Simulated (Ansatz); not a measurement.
# Compressing IrO2

These are results of DFT PBE, scalar-relativistic, plane waves, PAW (Ansatz), not measurements. Run with 420 eV cutoff, 8×8×12 k-mesh, Gaussian smearing of 0.10 eV, no spin polarisation.

Starting point, cell and atoms relaxed:

```
Ir O
1.0
     4.52883    0.00000    0.00000
     0.00000    4.52883    0.00000
     0.00000    0.00000    3.17986
Ir O
2 4
Direct
  0.50000 0.50000 0.50000
  0.00000 0.00000 0.00000
  0.69158 0.69158 0.00000
  0.80842 0.19158 0.50000
  0.30842 0.30842 0.00000
  0.19158 0.80842 0.50000
```

Cell and atoms are relaxed at each pressure within the symmetry of the start, at zero temperature, so transitions that lower the symmetry aren't seen. The k-mesh given is that at zero pressure and may differ at others. a, b and c are the lengths of the cell vectors above.

Spin–orbit coupling is left out, which can shift energies with elements as heavy as these.

| P (GPa) | V (Å³/atom) | V/V0 | a (Å) | b (Å) | c (Å) |
| --- | --- | --- | --- | --- | --- |
| -2 | 10.95 | 1.008 | 4.543 | 4.543 | 3.184 |
| 0 | 10.87 | 1.000 | 4.529 | 4.529 | 3.180 |
| 2 | 10.79 | 0.993 | 4.515 | 4.515 | 3.176 |
| 5 | 10.67 | 0.982 | 4.495 | 4.495 | 3.170 |
| 10 | 10.50 | 0.966 | 4.464 | 4.464 | 3.161 |
| 20 | 10.18 | 0.937 | 4.408 | 4.408 | 3.144 |
| 40 | 9.68 | 0.890 | 4.314 | 4.314 | 3.119 |

What bulk modulus and pressure derivative fit these points?

A third-order Birch–Murnaghan fit gives B0 = 263 GPa and B0' = 4.6.

Which cell vector or vectors give way most up to 40 GPa?

a and b: the changes are a -4.7 %, b -4.7 %, c -1.9 %.